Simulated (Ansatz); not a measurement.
input.yaml

```yaml
crystal:
  lattice:
    - [-3.15510678, 3.15510678, 3.03610428]
    - [3.15510678, -3.15510678, 3.03610428]
    - [3.15510678, 3.15510678, -3.03610428]
  atoms:
    - { symbol: Zr, position: [0.75, 0.25, 0.5] }
    - { symbol: Zr, position: [0.0, 0.0, 0.0] }
    - { symbol: Si, position: [0.25, 0.75, 0.5] }
    - { symbol: Si, position: [0.5, 0.5, 0.0] }
    - { symbol: O, position: [0.129035209, 0.3181416883, 0.8108935207] }
    - { symbol: O, position: [0.0681416883, 0.7572481675, 0.6891064793] }
    - { symbol: O, position: [0.5072481675, 0.3181416883, 0.1891064793] }
    - { symbol: O, position: [0.0681416883, 0.379035209, 0.3108935207] }
    - { symbol: O, position: [0.620964791, 0.9318583117, 0.6891064793] }
    - { symbol: O, position: [0.6818583117, 0.870964791, 0.1891064793] }
    - { symbol: O, position: [0.2427518325, 0.9318583117, 0.3108935207] }
    - { symbol: O, position: [0.6818583117, 0.4927518325, 0.8108935207] }
basis:
  ecutwfc: 500
kpoints:
  mp_grid: { grid: [6, 6, 6] }
hamiltonian:
  xc: r2scan
scf:
  occupations: { method: gaussian, width: 0.02 }
output:
  forces: true
  stress: true
  eigenvalues: true
  populations: true
  write_density: true
  write_potential: true
  elf: true
  volumetric_format: npy
```

Command:
```bash
ansatz run input.yaml --threads 2 --pin off --max-ram 3584MiB --backend cpu --events-out ev --progress --plain --runs-dir out
```

Computed with DFT r2SCAN, scalar-relativistic, plane waves, PAW (Ansatz 0.2.0).

Abridged output (final results; tables in files aren't shown):

```
SCF 1 converged in 7 iterations: F = -14236.002336 eV  dr2 = 9.23e-9
SCF converged after 7 iterations
Free energy (F): -14236.002336 eV
Harris-Foulkes:  -14236.002336 eV  (|F-HF|=4.67e-9)
Internal energy: -14236.002336 eV  (E = F + TS)
E sigma→0 (E₀):  -14236.002336 eV
Fermi energy:    11.796062 eV
--- Per-component energies (eV) ---
  E_band       = -236.337117
  E_kinetic    = 2212.568107
  E_local      = -4142.250662  (includes V_loc(G=0)·N_el)
  E_nonlocal   = 576.428183
  E_hartree    = 1445.262256
  E_xc         = -1018.545510
  E_vxc        = -1391.385781  (∫ρ·V_xc dr)
  E_paw        = -8264.707939  (= ΣΔE_a)
  E_vpaw       = -466.617556  (= ΣTr[D̂ρ^β])
  E_aug_tail   = 0.008829  (compensation charges beyond the density's cutoff)
  E_vtau       = 84.390528  (kinetic-family band-sum trace: ∫τ·v_τ [+ j·A + Jᵃ·Aᵃ] dr)
  E_ewald      = -5044.027723
  E_core_change = -0.737877  (= ΣΔE_core)
  E_smearing   =  0.000000  (= −TS)
--- Forces (eV/Å), atoms counted from 1 ---
  atom   1  Zr     0.00000000     0.00000000     0.00000000
  atom   2  Zr     0.00000000     0.00000000     0.00000000
  atom   3  Si     0.00000000     0.00000000     0.00000000
  atom   4  Si     0.00000000     0.00000000     0.00000000
  atom   5  O      0.00000000     1.40630770     1.19981113
  atom   6  O     -1.40630770     0.00000000     1.19981113
  atom   7  O      0.00000000    -1.40630770     1.19981113
  atom   8  O      1.40630770     0.00000000     1.19981113
  atom   9  O      0.00000000    -1.40630770    -1.19981113
  atom  10  O     -1.40630770     0.00000000    -1.19981113
  atom  11  O      0.00000000     1.40630770    -1.19981113
  atom  12  O      1.40630770     0.00000000    -1.19981113
--- Stress (GPa, compression-positive) ---
       27.325048       0.000000       0.000000
        0.000000      27.325048       0.000000
        0.000000       0.000000       7.176509
  P = ⅓ Tr σ = 20.6089 GPa (206.089 kbar)
--- Band table (eV; the first three rows and the last of 30) ---
  k-point 0: bands = ["-39.4730", "-39.4220", "-17.4656", "-17.4656", "-17.0728", "-17.0135", "-17.0135", "-16.9524", "-11.3917", "-10.3672", "-9.6865", "-9.3573", "-8.8157", "-8.8157", "-8.3760", "-8.3760", "1.0765", "2.5818", "2.6511", "3.2041", "3.2041", "3.6710", "4.1930", "4.4310", "5.4678", "5.8771", "5.8771", "5.8966", "6.5642", "6.5642", "6.9662", "6.9662", "7.8060", "7.8060", "7.8270", "8.1564", "8.1728", "8.5101", "8.5101", "8.8093", "15.3614", "15.5131", "15.5131", "15.5565", "15.9747", "16.3528", "16.5083", "16.5083", "16.9498", "18.3116", "18.8056", "19.5064"]
  k-point 1: bands = ["-39.4696", "-39.4254", "-17.4653", "-17.4427", "-17.1275", "-17.0541", "-17.0342", "-16.8758", "-11.2350", "-10.3287", "-9.6074", "-9.3354", "-8.9151", "-8.8622", "-8.5580", "-8.4660", "1.3368", "2.8051", "2.8415", "3.1094", "3.1649", "4.1027", "4.4374", "4.6387", "4.9958", "5.4051", "5.8312", "6.2523", "6.2922", "6.3749", "6.9482", "7.0644", "7.7360", "7.8041", "7.8350", "8.0390", "8.1187", "8.2172", "8.3500", "8.6681", "15.1998", "15.2010", "15.4154", "15.4507", "16.3737", "16.5282", "16.5678", "16.5789", "17.1005", "18.6930", "18.9902", "19.5317"]
  k-point 2: bands = ["-39.4603", "-39.4347", "-17.4447", "-17.3761", "-17.2680", "-17.1549", "-16.9486", "-16.8383", "-10.8266", "-10.2584", "-9.3941", "-9.2718", "-9.1373", "-8.9812", "-8.9704", "-8.7045", "2.0076", "3.1002", "3.2258", "3.3309", "3.3923", "4.3745", "4.6490", "4.7973", "4.9350", "5.0207", "5.4388", "5.7060", "6.2601", "6.5302", "6.6135", "7.3379", "7.5503", "7.5990", "7.6067", "7.7946", "7.8135", "7.9753", "8.1434", "8.3513", "14.8065", "14.9751", "15.4274", "15.4693", "16.0856", "16.2900", "17.0247", "17.3547", "17.6497", "19.0259", "19.1069", "19.5638"]
  k-point 29: bands = ["-39.4474", "-39.4474", "-17.5041", "-17.5041", "-17.0208", "-17.0208", "-16.9830", "-16.9830", "-10.8420", "-10.8420", "-9.5687", "-9.5687", "-8.6868", "-8.6868", "-8.5106", "-8.5106", "1.4919", "1.4919", "3.5088", "3.5088", "3.8390", "3.8390", "5.0287", "5.0287", "5.7838", "5.7838", "5.9888", "5.9888", "6.4915", "6.4915", "6.7970", "6.7970", "7.0461", "7.0461", "7.4471", "7.4471", "7.4905", "7.4905", "8.3217", "8.3217", "15.8753", "15.8753", "16.0658", "16.0658", "16.2084", "16.2084", "16.6719", "16.6719", "17.8699", "17.8699", "19.1174", "19.1174"]
--- Löwdin populations: 12 sites ---
  site symbol q [e]
     0     Zr     10.4333
     1     Zr     10.4333
     2     Si      2.2836
     3     Si      2.2836
     4      O      6.7416
     5      O      6.7416
     6      O      6.7416
     7      O      6.7416
     8      O      6.7416
     9      O      6.7416
    10      O      6.7416
    11      O      6.7416
  spilling = 0.007915 (of n_electrons = 80.000000)
```

The run converged.

It took 18 s on 2 threads of Arm Neoverse V1, on a shared host, peak memory 0.76 GiB.